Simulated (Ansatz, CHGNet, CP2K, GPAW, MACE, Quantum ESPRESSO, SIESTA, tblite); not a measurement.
# What went wrong? Quantum ESPRESSO on wurtzite SiC, size series (72 atoms)

Program: Quantum ESPRESSO 7.5, a calculation on a cell of 36 Si and 36 C, 10.3 Å³ an atom.

File pw.in:

```
&control
  calculation = 'scf'
  pseudo_dir = './pseudo'
  outdir = './tmp'
  disk_io = 'none'
  tprnfor = .true.
  tstress = .true.
/
&system
  ibrav = 0
  nat = 73
  ntyp = 2
  ecutwfc = 45
  ecutrho = 360
  nosym = .true.
  occupations = 'smearing'
  smearing = 'fd'
  degauss = 0.003675
/
&electrons
  conv_thr = 3.6e-07
  electron_maxstep = 50
  mixing_beta = 0.4
  mixing_mode = 'plain'
  diagonalization = 'david'
/
ATOMIC_SPECIES
Si 28.085 Si.upf
C 12.011 C.upf
CELL_PARAMETERS angstrom
9.22800 0.00000 0.00000
-4.61400 7.99168 0.00000
0.00000 0.00000 10.09600
ATOMIC_POSITIONS crystal
Si 0.00790 0.00894 0.00317
C 0.10932 0.22534 0.05961
Si 0.10937 0.21982 0.24977
C 0.00141 1.00000 0.31162
Si 0.99777 0.99682 0.50083
C 0.10631 0.21872 0.56114
Si 0.11349 0.22816 0.75296
C 0.00243 0.00328 0.80947
Si 0.99643 0.33193 0.99889
C 0.11287 0.56274 0.06335
[... 58 atom lines left out ...]
Si 0.66253 0.66156 0.50334
C 0.78492 0.89085 0.56274
Si 0.77986 0.89139 0.75268
C 0.66585 0.66323 0.81700
K_POINTS gamma
```

Started as:

```console
> OMP_NUM_THREADS=1 mpirun -np 2 pw.x -in pw.in > output.txt
```

Output:

```text
Program PWSCF
 %%%%%%%%%%%%%%%%%%%%%%%%%%%%%%%%%%%%%%%%%%%%%%%%%%%%%%%%%%%%%%%%%%%%%%%%%%%%%%
     Error in routine read_cards (73):
     wrong number of columns in ATOMIC_POSITIONS
 %%%%%%%%%%%%%%%%%%%%%%%%%%%%%%%%%%%%%%%%%%%%%%%%%%%%%%%%%%%%%%%%%%%%%%%%%%%%%%
```

Run time: 0.74 s. Hardware: 2 MPI ranks of Arm Neoverse V1, shared host; peak memory 0.21 GiB.

Banners, paths, timers and routine set-up lines are dropped from the logs unmarked, and long logs keep their key lines alone; longer cuts are marked.

Q: Find the fault and mend it.

A wrong count of atoms: nat = 72 written as nat = 73. Mend: write nat = 72 in place of nat = 73.

The program stopped at the start.

[Also dropped from logs without a mark: logging warnings of Python, and SIESTA's first energy breakdown and zero terms.]

[Logs are printed without paths, hosts, clocks, repeated set-up lines and the standing remarks that a program may print on its own settings, such as how far it seeks lower states.]

[Hosts, paths, dates, database ids (printed as entryN), source tags and the programs' standing remarks are cut or masked in the printed files.]
